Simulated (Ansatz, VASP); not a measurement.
# Cross-check of CuO (Tenorite) between VASP and Ansatz

Wanted: the spread between two codes on one cell, functional and k mesh. The two relaxations start from unlike cells of this crystal (the structure described is Ansatz's start), so only their ends are compared.

Main program and level: Ansatz 0.2.0; plane waves, with VASP 6.6.1 beside it; relaxation of cell and atoms at PBEsol with D3(BJ).

## 1. The structure

It takes space group Cc (No. 9, monoclinic). The conventional cell has a = 4.689 Å, b = 3.427 Å, c = 5.132 Å, α = 90.00°, β = 99.65°, γ = 90.00°. Cu has 4 O at 1.91 to 2.02 Å nearest. Nearest to O lie 4 Cu at 1.91 to 2.02 Å. Farther neighbours and most contacts between anions are not listed.

Structure file:

```
Cu O
1.0
     2.34465   -1.71340    0.00000
     2.34465    1.71340    0.00000
    -0.86055    0.00000    5.05944
Cu O
2 2
Cartesian
  1.1723 0.8457 0.0000
  0.7420 -0.8457 2.5297
  2.0724 -0.2841 1.2836
  1.6421 0.2841 3.8133
```

## 2. VASP: relaxation of cell and atoms, PBEsol with D3(BJ)

The relaxed volume is the usual yardstick between codes: in a stiff, nearly cubic crystal its relative difference is about their pressure difference at one cell divided by the bulk modulus.

Lines of VASP's logs that name or quote its potential files are left out, and so is its time.

The input, INCAR:

```
SYSTEM = CuO
PREC = Accurate
ENCUT = 600
EDIFF = 1E-07
NELM = 120
ISMEAR = 0
SIGMA = 0.1
LREAL = .FALSE.
ALGO = Normal
GGA = PS
IVDW = 12
NBANDS = 23
LASPH = .TRUE.
LORBIT = 11
LWAVE = .FALSE.
LCHARG = .FALSE.
ISIF = 3
IBRION = 2
NSW = 80
EDIFFG = -0.005
GGA_COMPAT = .FALSE.
NELMIN = 4
KPAR = 2
```

The input, POSCAR:

```
CuO
1.0
    2.0744434121     -1.9682974162      0.1467136785
    2.0744434121      1.9682974162      0.1467136785
   -0.4163621124      0.0000000000      5.0860225051
Cu O
2 2
Direct
    0.9943119577      0.4940888491      0.0018504939
    0.4940888491      0.9943119577      0.5018504939
    0.4976562796      0.4909427065      0.2518495233
    0.4909427065      0.4976562796      0.7518495233
```

The input, KPOINTS:

```
Automatic mesh
0
Gamma
12 12 8
0 0 0
```

The projector-augmented-wave data sets are Cu and O (PBE family, release 64).

On the command line:

```console
mpirun -np 2 vasp_std
```

Numbers of over 12 decimals in the logs are rounded to 6 here.

Output:

```text
[banner, memory and clock lines left out]
running    2 mpi-ranks, on    1 nodes
 distrk:  each k-point on    1 cores,    2 groups
 distr:  one band on    1 cores,    1 groups

 POSCAR found type information on POSCAR CuO
 POSCAR found :  2 types and       4 ions
|                                                                             |
|               ----> ADVICE to this user running VASP <----                  |
|                                                                             |
|     You enforced a specific xc type in the INCAR file but a different       |
|     [... a line on the potential file left out ...]
|     I HOPE YOU KNOW WHAT YOU ARE DOING!                                     |
|                                                                             |

 LDA part: xc-table for (Slater+PW92), standard interpolation
 POSCAR, INCAR and KPOINTS ok, starting setup
 FFT: planning ... GRIDC
 FFT: planning ... GRID_SOFT
 FFT: planning ... GRID
 WAVECAR not read
 entering main loop
       N       E                     dE             d eps       ncg     rms          rms(c)
DAV:   1     0.315516633607E+03    0.31552E+03   -0.18148E+04 15304   0.259E+03
DAV:   2     0.154504666324E+02   -0.30007E+03   -0.27928E+03 15015   0.441E+02
DAV:   3    -0.261828254937E+02   -0.41633E+02   -0.39543E+02 19494   0.181E+02
DAV:   4    -0.276006026128E+02   -0.14178E+01   -0.14107E+01 18059   0.348E+01
DAV:   5    -0.276272589914E+02   -0.26656E-01   -0.26640E-01 19196   0.415E+00    0.178E+01
DAV:   6    -0.251629546037E+02    0.24643E+01   -0.45689E+01 21514   0.177E+02    0.134E+01
DAV:   7    -0.213805841165E+02    0.37824E+01   -0.11132E+01 17745   0.130E+02    0.263E+00
DAV:   8    -0.215191711083E+02   -0.13859E+00   -0.19410E+00 16018   0.979E+00    0.170E+00
DAV:   9    -0.214794597994E+02    0.39711E-01   -0.84079E-02 23333   0.722E+00    0.552E-01
DAV:  10    -0.214736904842E+02    0.57693E-02   -0.18263E-02 20377   0.178E+00    0.425E-01
DAV:  11    -0.214715803616E+02    0.21101E-02   -0.10109E-02 22761   0.100E+00    0.677E-02
DAV:  12    -0.214715980003E+02   -0.17639E-04   -0.59455E-04 22157   0.343E-01    0.388E-02
DAV:  13    -0.214716162946E+02   -0.18294E-04   -0.35575E-05 18992   0.616E-02    0.780E-03
DAV:  14    -0.214716152864E+02    0.10082E-05   -0.23689E-06 23444   0.413E-02    0.343E-03
DAV:  15    -0.214716152779E+02    0.85333E-08   -0.72389E-07 20580   0.136E-02
   1 F= -.22382257E+02 E0= -.22376051E+02  d E =-.223823E+02
[... from here on, the cycles between the ionic steps are left out ...]
   2 F= -.22382308E+02 E0= -.22376101E+02  d E =-.511075E-04
   3 F= -.22382341E+02 E0= -.22376133E+02  d E =-.837788E-04
   9 F= -.22382733E+02 E0= -.22376505E+02  d E =-.578479E-04
  10 F= -.22382888E+02 E0= -.22376656E+02  d E =-.213096E-03
  11 F= -.22383116E+02 E0= -.22376875E+02  d E =-.441136E-03
  12 F= -.22383230E+02 E0= -.22376975E+02  d E =-.555183E-03
  13 F= -.22383519E+02 E0= -.22377268E+02  d E =-.288542E-03
  14 F= -.22383727E+02 E0= -.22377487E+02  d E =-.496848E-03
  15 F= -.22383732E+02 E0= -.22377494E+02  d E =-.501953E-03
  16 F= -.22383772E+02 E0= -.22377537E+02  d E =-.400426E-04
  17 F= -.22383779E+02 E0= -.22377543E+02  d E =-.467784E-04
 curvature:  -0.63 expect dE=-0.620E-05 dE for cont linesearch -0.399E-09
 trial: gam= 0.11523 g(F)=  0.713E-05 g(S)=  0.264E-05 ort =-0.262E-06 (trialstep = 0.136E+01)
 search vector abs. value=  0.111E-04
 bond charge predicted
       N       E                     dE             d eps       ncg     rms          rms(c)
DAV:   1    -0.214748334439E+02    0.31842E-04   -0.41553E-03 15010   0.495E-01    0.344E-02
DAV:   2    -0.214748286337E+02    0.48102E-05   -0.14274E-04 24137   0.177E-01    0.192E-02
DAV:   3    -0.214748226987E+02    0.59350E-05   -0.98564E-06 21655   0.101E-01    0.102E-02
DAV:   4    -0.214748208890E+02    0.18097E-05   -0.46417E-06 21161   0.688E-02    0.189E-03
DAV:   5    -0.214748209022E+02   -0.13165E-07   -0.93666E-07 21964   0.134E-02
  18 F= -.22383786E+02 E0= -.22377551E+02  d E =-.704359E-05
 trial-energy change:   -0.000007  1 .order   -0.000007   -0.000013   -0.000001
 step:   1.5126(harm=  1.5126)  dis= 0.00050  next Energy=   -22.383786 (dE=-0.736E-05)
 reached required accuracy - stopping structural energy minimisation
```

OUTCAR, selected parts (step 2):

```text
ion  position               nearest neighbor table
   1  0.994  0.494  0.002-   3 1.92   4 1.92   3 1.92   4 1.92
   2  0.494  0.994  0.502-   4 1.92   3 1.92   4 1.92   3 1.92
   3  0.498  0.491  0.252-   1 1.92   2 1.92   1 1.92   2 1.92
   4  0.491  0.498  0.752-   2 1.92   1 1.92   2 1.92   1 1.92

  LATTYP: Found a base centered monoclinic cell.
 ALAT       =     4.1592501120
 B/A-ratio  =     0.9464674464
 C/A-ratio  =     1.2269126506
 COS(beta)  =    -0.0110748313

 Subroutine GETGRP returns: Found  2 space group operations
 (whereof  1 operations were pure point group operations)

The static configuration has the point symmetry C_1 .
 The point group associated with its full space group is C_1h.

 Found    320 irreducible k-points:

   k-points           NKPTS =    320   k-points in BZ     NKDIM =    320   number of bands    NBANDS=     23

   dimension x,y,z NGX =    24 NGY =   24 NGZ =   42
   dimension x,y,z NGXF=    48 NGYF=   48 NGZF=   84

   ENCUT  =  600.0 eV  44.10 Ry    6.64 a.u.   5.72  5.72 10.19*2*pi/ulx,y,z

   NELECT =      34.0000    total number of electrons

 k-points in reciprocal lattice and weights: Automatic mesh
   0.00000000  0.00000000  0.00000000       0.001
   0.08333333 -0.00000000  0.00000000       0.003
   0.16666667  0.00000000  0.00000000       0.003
   0.25000000  0.00000000  0.00000000       0.003
   0.33333333  0.00000000  0.00000000       0.003
   0.41666667  0.00000000  0.00000000       0.003
   0.50000000  0.00000000  0.00000000       0.002
   0.08333333  0.08333333  0.00000000       0.002
   0.16666667  0.08333333  0.00000000       0.003
[...]
-0.41666667  0.41666667  0.50000000       0.002
   0.50000000  0.50000000  0.50000000       0.001

 Edisp (eV)   -0.90891

 average (electrostatic) potential at core
       1 -65.8627       2 -65.8627       3 -70.7224       4 -70.7224

 E-fermi :   5.4672

 k-point     1 :       0.0000    0.0000    0.0000
  band No.  band energies     occupation
    ...
     12       2.8799      2.00000
     13       2.8897      2.00000
     14       2.9237      2.00000
     15       3.0174      2.00000
     16       3.3778      2.00000
     17       6.1432      0.00000
     18       6.1738      0.00000
     19       6.9717      0.00000
     20      11.5229      0.00000
     21      12.9250      0.00000
    ...

 k-point     2 :       0.0833   -0.0000    0.0000
  band No.  band energies     occupation
    ...
     12       2.8839      2.00000
     13       2.9223      2.00000
     14       3.0000      2.00000
     15       3.0793      2.00000
     16       3.4062      2.00000
     17       6.0277      0.00000
     18       6.1455      0.00000
     19       7.2120      0.00000
     20      11.7963      0.00000
     21      12.7110      0.00000
    ...

 k-point     3 :       0.1667    0.0000    0.0000
  band No.  band energies     occupation
    ...
     12       2.8749      2.00000
     13       2.8821      2.00000
     14       3.1901      2.00000
     15       3.2628      2.00000
     16       3.4447      2.00000
     17       5.7757      0.00001
     18       6.1030      0.00000
     19       7.8124      0.00000
     20      12.0955      0.00000
     21      12.5083      0.00000
    ...

 Edisp (eV)   -0.90897

  Total       0.00168    -0.00391    -0.00051     0.00000     0.00000    -0.00006
  in kB       0.06417    -0.14966    -0.01940     0.00000     0.00000    -0.00237
  external pressure =       -0.03 kB  Pullay stress =        0.00 kB

  energy-cutoff  :      600.00
  volume of cell :       41.85
      direct lattice vectors                 reciprocal lattice vectors
     2.007954785 -2.038078185  0.149285916     0.247573049 -0.245329156  0.019322063
     2.007954785  2.038078185  0.149285916     0.247573049  0.245329156  0.019322063
    -0.396741419  0.000000000  5.083436560    -0.014541017  0.000000000  0.195582450

 POSITION                                       TOTAL-FORCE (eV/Angst)
 -----------------------------------------------------------------------------------
      2.98825     -1.01867      0.23160        -0.001210     -0.002322      0.000531
      2.78988      1.01867      2.77332        -0.001210      0.002322      0.000531
      1.88480     -0.00468      1.42784         0.001210      0.002025     -0.000531
      1.68643      0.00468      3.96956         0.001210     -0.002025     -0.000531
 -----------------------------------------------------------------------------------
    total drift:                               -0.001697      0.000000      0.000404

  FREE ENERGIE OF THE ION-ELECTRON SYSTEM (eV)
  ---------------------------------------------------
  free  energy   TOTEN  =       -22.3837860348 eV

  energy  without entropy=      -22.3713161345  energy(sigma->0) =      -22.37755108

 reached required accuracy - stopping structural energy minimisation

 total charge
# of ion       s       p       d       tot
------------------------------------------
    1        0.416   0.438   9.133   9.987
    2        0.416   0.438   9.133   9.987
    3        1.569   3.388   0.000   4.957
    4        1.569   3.388   0.000   4.957
--------------------------------------------------
tot          3.971   7.652  18.266  29.889

[... 3 further parts left out ...]
```

Oxides and halides of Cu are often magnetic insulators, and a metal at this level, without U or exact exchange, may be an artefact. The run keeps the 2 symmetry operations of its start, so it cannot find a distortion of lower symmetry.

(Continued in part 2 of 2.)

[Lines on the potential files, build, host, timing and source positions are cut from VASP's logs without a mark.]

[Logs are printed without paths, hosts, clocks, repeated set-up lines and the standing remarks that a program may print on its own settings, such as how far it seeks lower states.]

[Hosts, paths, dates, database ids (printed as entryN), source tags and the programs' standing remarks are cut or masked in the printed files.]
